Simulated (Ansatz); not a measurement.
# Nb (Nb, fcc): the cost of one run

Program: Ansatz 0.2.0. Level of theory: DFT PBE, plane waves (420 eV) with PAW, scalar-relativistic. These are calculated values, not measurements.

### 1 The structure to begin with

The structure is cubic, space group Fm-3m (No. 225). The conventional cell has a = 4.158 Å, b = 4.158 Å, c = 4.158 Å, α = 90.00°, β = 90.00°, γ = 90.00°. Nb (site symmetry m-3m) has 12 Nb at 2.94 Å as nearest neighbours.

Coordinates:

```
CELL_PARAMETERS angstrom
0.00000 2.07912 2.07912
2.07912 0.00000 2.07912
2.07912 2.07912 0.00000
ATOMIC_POSITIONS crystal
Nb 0.00000 0.00000 0.00000
```

### 2 Relaxing cell and atoms

File input.yaml:

```yaml
crystal:
  lattice:
    - [0.0, 2.0791217165, 2.0791217165]
    - [2.0791217165, 0.0, 2.0791217165]
    - [2.0791217165, 2.0791217165, 0.0]
  atoms:
    - { symbol: Nb, position: [0.0, 0.0, 0.0] }
hamiltonian:
  xc: pbe
  pseudopotentials:
    kind: paw
    azcp:
      Nb: "pseudopotentials/Nb.paw.azcp"
basis:
  ecutwfc: 420
  fft_grid_basis: typed
kpoints:
  mp_grid: { grid: [13, 13, 13], shift: [0, 0, 0] }
magnetization:
  spin_polarized: false
scf:
  occupations: { method: fermi_dirac, width: 0.1 }
relax:
  max_steps: 60
  f_tol: 0.01
  cell: {}
```

Launch:

```sh
ansatz run input.yaml --threads 1 --pin off --max-ram 3584MiB --backend cpu --events-out ev --progress --plain --runs-dir out
```

**Question.** How long does this run take on 1 thread of Intel Xeon Platinum 8259CL at 2.50GHz (Skylake/Cascade Lake), shared host, and how much memory does it need?

About 8.4 s, with a peak of 0.48 GiB.
